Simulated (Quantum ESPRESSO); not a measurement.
# Pb (Fm-3m) in Quantum ESPRESSO: notebook, part 2 of 3

Quantum ESPRESSO 7.5.

## Step 3: Phonons, PBE, target pressure 3 GPa, at which the enthalpy is minimised

pw.in

```
&CONTROL
  calculation = 'scf'
  prefix = 'pwscf'
  outdir = './tmp'
  pseudo_dir = './pseudo'
  tprnfor = .true.
  tstress = .true.
  disk_io = 'low'
/
&SYSTEM
  ibrav = 0
  nat = 1
  ntyp = 1
  ecutwfc = 45
  ecutrho = 360
  nbnd = 13
  occupations = 'smearing'
  smearing = 'mv'
  degauss = 0.01469973
/
&ELECTRONS
  conv_thr = 2d-10
  electron_maxstep = 120
  mixing_beta = 0.5
/
ATOMIC_SPECIES
Pb   207.2000 pb_pbe_v1.uspp.F.UPF
CELL_PARAMETERS angstrom
   0.0000000000    2.4750200000    2.4750200000
   2.4750200000    0.0000000000    2.4750200000
   2.4750200000    2.4750200000    0.0000000000
ATOMIC_POSITIONS crystal
Pb     0.0000000000    0.0000000000    0.0000000000
K_POINTS automatic
9 9 9 0 0 0
```

relax.in

```
&CONTROL
  calculation = 'vc-relax'
  prefix = 'pwscf'
  outdir = './tmp'
  pseudo_dir = './pseudo'
  tprnfor = .true.
  tstress = .true.
  disk_io = 'low'
  nstep = 40
  forc_conv_thr = 0.0001
  etot_conv_thr = 1d-06
/
&SYSTEM
  ibrav = 0
  nat = 1
  ntyp = 1
  ecutwfc = 45
  ecutrho = 360
  nbnd = 13
  occupations = 'smearing'
  smearing = 'mv'
  degauss = 0.01469973
/
&ELECTRONS
  conv_thr = 2d-10
  electron_maxstep = 120
  mixing_beta = 0.5
/
&IONS
  ion_dynamics = 'bfgs'
/
&CELL
  cell_dynamics = 'bfgs'
  press = 30
  press_conv_thr = 0.2
/
ATOMIC_SPECIES
Pb   207.2000 pb_pbe_v1.uspp.F.UPF
CELL_PARAMETERS angstrom
   0.0000000000    2.4750200000    2.4750200000
   2.4750200000    0.0000000000    2.4750200000
   2.4750200000    2.4750200000    0.0000000000
ATOMIC_POSITIONS crystal
Pb     0.0000000000    0.0000000000    0.0000000000
K_POINTS automatic
9 9 9 0 0 0
```

scf2.in

```
&CONTROL
  calculation = 'scf'
  prefix = 'pwscf'
  outdir = './tmp'
  pseudo_dir = './pseudo'
  tprnfor = .true.
  tstress = .true.
  disk_io = 'low'
/
&SYSTEM
  ibrav = 0
  nat = 1
  ntyp = 1
  ecutwfc = 45
  ecutrho = 360
  nbnd = 13
  occupations = 'smearing'
  smearing = 'mv'
  degauss = 0.01469973
/
&ELECTRONS
  conv_thr = 1d-13
  electron_maxstep = 120
  mixing_beta = 0.5
  startingpot = 'file'
  startingwfc = 'file'
/
ATOMIC_SPECIES
Pb   207.2000 pb_pbe_v1.uspp.F.UPF
CELL_PARAMETERS angstrom
   0.0000000000    2.4613404635    2.4613404635
   2.4613404635    0.0000000000    2.4613404635
   2.4613404635    2.4613404635    0.0000000000
ATOMIC_POSITIONS crystal
Pb     0.0000000000    0.0000000000    0.0000000000
K_POINTS automatic
9 9 9 0 0 0
```

ph.in

```
phonons of Pb
&INPUTPH
  prefix = 'pwscf'
  outdir = './tmp'
  tr2_ph = 1d-18
  fildyn = 'dyn'
  niter_ph = 90
  alpha_mix(1) = 0.4
/
0.1767766953 0.7071067812 0.1767766953
```

Potentials or basis: GBRV 1.5 PBE.

Started as:

```bash
$ OMP_NUM_THREADS=1 pw.x -in pw.in > pw.out
$ OMP_NUM_THREADS=1 pw.x -in relax.in > relax.out
$ OMP_NUM_THREADS=1 pw.x -in scf2.in > scf2.out
$ OMP_NUM_THREADS=1 ph.x -in ph.in > ph.out
```

pw.out:

```text
This program is part of the open-source Quantum ESPRESSO suite
     for quantum simulation of materials; please cite
[... 9 lines left out ...]
     --------------------
     sticks:   dense  smooth     PW     G-vecs:    dense   smooth      PW
     Sum        1069     547    163                23505     8363    1459

     Using Slab Decomposition

     bravais-lattice index     =            0
     lattice parameter (alat)  =       6.6144  a.u.
     unit-cell volume          =     204.6269 (a.u.)^3
     number of atoms/cell      =            1
     number of atomic types    =            1
     number of electrons       =        14.00
     number of Kohn-Sham states=           13
     kinetic-energy cutoff     =      45.0000  Ry
     charge density cutoff     =     360.0000  Ry
     scf convergence threshold =      2.0E-10
     mixing beta               =       0.5000
     number of iterations used =            8  plain     mixing
[... 167 lines left out ...]

     End of self-consistent calculation

          k = 0.0000 0.0000 0.0000 (  1037 PWs)   bands (ev):

    -5.7965  -5.7965  -5.7965  -5.6565  -5.6565  -0.4693  18.6960  18.6960
    18.6960  19.2775  21.0892  22.6379  23.7752

          k = 0.0786 0.0786-0.0786 (  1028 PWs)   bands (ev):
[... 166 lines left out ...]
    -5.7885  -5.7749  -5.6942  -5.6038  -5.4995   4.4674   9.4705  10.4179
    12.0696  19.2959  21.5770  22.6777  23.6506

     the Fermi energy is    11.0995 ev

!    total energy              =    -164.15753911 Ry
     estimated scf accuracy    <          2.9E-12 Ry
     smearing contrib. (-TS)   =       0.00045305 Ry
     internal energy E=F+TS    =    -164.15799215 Ry

     The total energy is F=E-TS. E is the sum of the following terms:
     one-electron contribution =     -30.91670532 Ry
     hartree contribution      =      26.22452152 Ry
     xc contribution           =     -63.39868832 Ry
     ewald contribution        =     -96.06712003 Ry

     convergence has been achieved in   7 iterations

     negative rho (up, down):  1.577E-02 0.000E+00

     Forces acting on atoms (cartesian axes, Ry/au):

     atom    1 type  1   force =     0.00000000    0.00000000    0.00000000

     Total force =     0.000000     Total SCF correction =     0.000000

     Computing stress (Cartesian axis) and pressure

     negative rho (up, down):  1.577E-02 0.000E+00
          total   stress  (Ry/bohr**3)                   (kbar)     P=       21.09
   0.00014335   0.00000000  -0.00000000           21.09        0.00       -0.00
  -0.00000000   0.00014335   0.00000000           -0.00       21.09        0.00
  -0.00000000  -0.00000000   0.00014335           -0.00       -0.00       21.09

=------------------------------------------------------------------------------=
   JOB DONE.
=------------------------------------------------------------------------------=
```

relax.out:

```text
This program is part of the open-source Quantum ESPRESSO suite
     for quantum simulation of materials; please cite
[... 9 lines left out ...]
     --------------------
     sticks:   dense  smooth     PW     G-vecs:    dense   smooth      PW
     Sum        1069     547    163                23505     8363    1459
[... 1955 lines left out ...]
   0.00020397   0.00000000   0.00000000           30.01        0.00        0.00
   0.00000000   0.00020397  -0.00000000            0.00       30.01       -0.00
   0.00000000  -0.00000000   0.00020397            0.00       -0.00       30.01

=------------------------------------------------------------------------------=
   JOB DONE.
=------------------------------------------------------------------------------=
```

Run time: 7.4 min. Hardware: 1 thread of Arm Neoverse V2, shared host; peak memory 0.11 GiB.

What came out:

* Free energy: -2233.4689 eV
* Relaxed volume: 29.82 Å³/atom
* Relaxed cell: a = 3.481 Å, b = 3.481 Å, c = 3.481 Å, α = 60.00°, β = 60.00°, γ = 60.00°
* Space group after relaxing (to 0.05 Å): Fm-3m (No. 225)
* Pressure after relaxing: 3.0 GPa
* Band gap on the k mesh: none (metal or under the smearing width)
* Highest phonon frequency at the q point run: 66 cm⁻¹

The path:
```
step  energy change (eV)  largest force (eV/Å)  pressure (GPa)  volume (Å³)
   1              0.0000                0.0000            2.11        30.32
   2              0.0019                0.0000            2.35        30.18
   3              0.0052                0.0000            2.71        29.98
   4              0.0080                0.0000            3.01        29.82
   5              0.0079                0.0000            3.00        29.82
```

Final structure:
```cif
data_structure
_symmetry_space_group_name_H-M 'P 1'
_symmetry_Int_Tables_number 1
_cell_length_a 3.4809
_cell_length_b 3.4809
_cell_length_c 3.4809
_cell_angle_alpha 60.000
_cell_angle_beta 60.000
_cell_angle_gamma 60.000
_cell_volume 29.82
loop_
_atom_site_label
_atom_site_type_symbol
_atom_site_fract_x
_atom_site_fract_y
_atom_site_fract_z
_atom_site_occupancy
Pb1 Pb 0.00000 0.00000 0.00000 1
```

Phonon frequencies in cm⁻¹ (negative: imaginary):
| q point | frequencies |
| --- | --- |
| (0.625, 0.250, 0.625) | 41 46 66 |

Phonon modes at q = (0.625, 0.250, 0.625) in reciprocal lattice units:
| mode | symmetry | cm⁻¹ |
| --- | --- | --- |
| 1 | A_1 | 41 |
| 2 | B_1 | 46 |
| 3 | B_2 | 66 |

Caveat: the cell is more than 3 GPa from zero pressure, which shifts response properties; the q point doesn't lie on the k mesh, which can shift a metal's frequencies strongly unless the mesh is converged.

## Step 4: Phonons, PBE, target pressure 8 GPa, at which the enthalpy is minimised

pw.in is that of step 3.

relax.in: that of step 3 with these lines changed.

```diff
@@ -33,3 +33,3 @@
   cell_dynamics = 'bfgs'
-  press = 30
+  press = 80
   press_conv_thr = 0.2
```

scf2.in: that of step 3 with these lines changed.

```diff
@@ -30,5 +30,5 @@
 CELL_PARAMETERS angstrom
-   0.0000000000    2.4613404635    2.4613404635
-   2.4613404635    0.0000000000    2.4613404635
-   2.4613404635    2.4613404635    0.0000000000
+   0.0000000000    2.3997623163    2.3997623163
+   2.3997623163    0.0000000000    2.3997623163
+   2.3997623163    2.3997623163    0.0000000000
 ATOMIC_POSITIONS crystal
```

ph.in is that of step 3.

Potentials or basis: GBRV 1.5 PBE.

Started as:

```bash
$ OMP_NUM_THREADS=1 pw.x -in pw.in > pw.out
$ OMP_NUM_THREADS=1 pw.x -in relax.in > relax.out
$ OMP_NUM_THREADS=1 pw.x -in scf2.in > scf2.out
$ OMP_NUM_THREADS=1 ph.x -in ph.in > ph.out
```

pw.out:

```text
This program is part of the open-source Quantum ESPRESSO suite
     for quantum simulation of materials; please cite
[... 9 lines left out ...]
     --------------------
     sticks:   dense  smooth     PW     G-vecs:    dense   smooth      PW
     Sum        1069     547    163                23505     8363    1459

     Using Slab Decomposition

     bravais-lattice index     =            0
     lattice parameter (alat)  =       6.6144  a.u.
     unit-cell volume          =     204.6269 (a.u.)^3
     number of atoms/cell      =            1
     number of atomic types    =            1
     number of electrons       =        14.00
     number of Kohn-Sham states=           13
     kinetic-energy cutoff     =      45.0000  Ry
     charge density cutoff     =     360.0000  Ry
     scf convergence threshold =      2.0E-10
     mixing beta               =       0.5000
     number of iterations used =            8  plain     mixing
     Exchange-correlation= SLA  PW   PBE  PBE
                           (   1   4   3   4   0   0   0)

     celldm(1)=   6.614432  celldm(2)=   0.000000  celldm(3)=   0.000000
     celldm(4)=   0.000000  celldm(5)=   0.000000  celldm(6)=   0.000000

[... 8 lines left out ...]
               b(3) = (  0.707107  0.707107 -0.707107 )

     PseudoPot. # 1 for Pb read from file:
     pb_pbe_v1.uspp.F.UPF
     Pseudo is Ultrasoft + core correction, Zval = 14.0
     Generated by new atomic code, or converted to UPF format
     Using radial grid of  899 points,  6 beta functions with:
                l(1) =   0
                l(2) =   0
[... 60 lines left out ...]

     Initial potential from superposition of free atoms

     starting charge      13.9976, renormalised to      14.0000

     negative rho (up, down):  1.525E-02 0.000E+00
     Starting wfcs are    9 randomized atomic wfcs +    4 random wfcs

     Self-consistent Calculation

     iteration #  1     ecut=    45.00 Ry     beta= 0.50
     Davidson diagonalization with overlap
     ethr =  1.00E-02,  avg # of iterations =  4.5

     Threshold (ethr) on eigenvalues was too large:
     Diagonalizing with lowered threshold

     Davidson diagonalization with overlap
     c_bands:  1 eigenvalues not converged
     c_bands:  1 eigenvalues not converged
     c_bands:  2 eigenvalues not converged
     ethr =  1.67E-05,  avg # of iterations = 13.0
[... 57 lines left out ...]
     iteration #  7     ecut=    45.00 Ry     beta= 0.50
     Davidson diagonalization with overlap
     ethr =  2.56E-12,  avg # of iterations =  3.4

     negative rho (up, down):  1.577E-02 0.000E+00

     End of self-consistent calculation

          k = 0.0000 0.0000 0.0000 (  1037 PWs)   bands (ev):

    -5.7965  -5.7965  -5.7965  -5.6565  -5.6565  -0.4693  18.6960  18.6960
    18.6960  19.2775  21.0892  22.6379  23.7752

          k = 0.0786 0.0786-0.0786 (  1028 PWs)   bands (ev):
[... 166 lines left out ...]
    -5.7885  -5.7749  -5.6942  -5.6038  -5.4995   4.4674   9.4705  10.4179
    12.0696  19.2959  21.5770  22.6777  23.6506

     the Fermi energy is    11.0995 ev

!    total energy              =    -164.15753911 Ry
     estimated scf accuracy    <          2.9E-12 Ry
     smearing contrib. (-TS)   =       0.00045305 Ry
     internal energy E=F+TS    =    -164.15799215 Ry

     The total energy is F=E-TS. E is the sum of the following terms:
     one-electron contribution =     -30.91670532 Ry
     hartree contribution      =      26.22452152 Ry
     xc contribution           =     -63.39868832 Ry
     ewald contribution        =     -96.06712003 Ry

     convergence has been achieved in   7 iterations

     negative rho (up, down):  1.577E-02 0.000E+00

     Forces acting on atoms (cartesian axes, Ry/au):

     atom    1 type  1   force =     0.00000000    0.00000000    0.00000000

     Total force =     0.000000     Total SCF correction =     0.000000

     Computing stress (Cartesian axis) and pressure

     negative rho (up, down):  1.577E-02 0.000E+00
          total   stress  (Ry/bohr**3)                   (kbar)     P=       21.09
   0.00014335   0.00000000  -0.00000000           21.09        0.00       -0.00
  -0.00000000   0.00014335   0.00000000           -0.00       21.09        0.00
  -0.00000000  -0.00000000   0.00014335           -0.00       -0.00       21.09

=------------------------------------------------------------------------------=
   JOB DONE.
=------------------------------------------------------------------------------=
```

scf2.out:

```text
This program is part of the open-source Quantum ESPRESSO suite
     for quantum simulation of materials; please cite
[... 9 lines left out ...]
     --------------------
     sticks:   dense  smooth     PW     G-vecs:    dense   smooth      PW
     Sum        1027     511    163                21595     7631    1411
[... 322 lines left out ...]
   0.00054288   0.00000000  -0.00000000           79.86        0.00       -0.00
   0.00000000   0.00054288  -0.00000000            0.00       79.86       -0.00
  -0.00000000  -0.00000000   0.00054288           -0.00       -0.00       79.86

=------------------------------------------------------------------------------=
   JOB DONE.
=------------------------------------------------------------------------------=
```

It took 6.8 min on 1 thread of Arm Neoverse V2, shared host; peak memory 0.11 GiB.

Results:

* Free energy: -2233.3949 eV
* Relaxed volume: 27.64 Å³/atom
* Relaxed cell: a = 3.394 Å, b = 3.394 Å, c = 3.394 Å, α = 60.00°, β = 60.00°, γ = 60.00°
* Space group after relaxing (to 0.05 Å): Fm-3m (No. 225)
* Pressure after relaxing: 8.0 GPa
* Band gap on the k mesh: none (metal or under the smearing width)
* Highest phonon frequency at the q point run: 80 cm⁻¹

Step by step:
```tsv
step	energy change (eV)	largest force (eV/Å)	pressure (GPa)	volume (Å³)
1	0.0000	0.0000	2.11	30.32
2	0.0164	0.0000	3.78	29.42
3	0.0594	0.0000	6.77	28.10
4	0.0829	0.0000	8.12	27.59
5	0.0806	0.0000	8.00	27.64
6	0.0806	0.0000	8.00	27.64
```

Final structure:
```yaml
crystal:
  lattice:
    - [0.00000, 2.39976, 2.39976]
    - [2.39976, 0.00000, 2.39976]
    - [2.39976, 2.39976, 0.00000]
  atoms:
    - { symbol: Pb, position: [0.00000, 0.00000, 0.00000] }
```

Phonon frequencies in cm⁻¹ (negative: imaginary):
```csv
q point,frequencies
"(0.625, 0.250, 0.625)",51 62 80
```

Phonon modes at q = (0.625, 0.250, 0.625) in reciprocal lattice units:
```csv
mode,symmetry,cm⁻¹
1,B_1,51
2,A_1,62
3,B_2,80
```

Caveat: the cell is more than 3 GPa from zero pressure, which shifts response properties; the q point doesn't lie on the k mesh, which can shift a metal's frequencies strongly unless the mesh is converged. Spin-orbit coupling is left out, which matters for the levels of Pb.

[end of part 2 of 3]
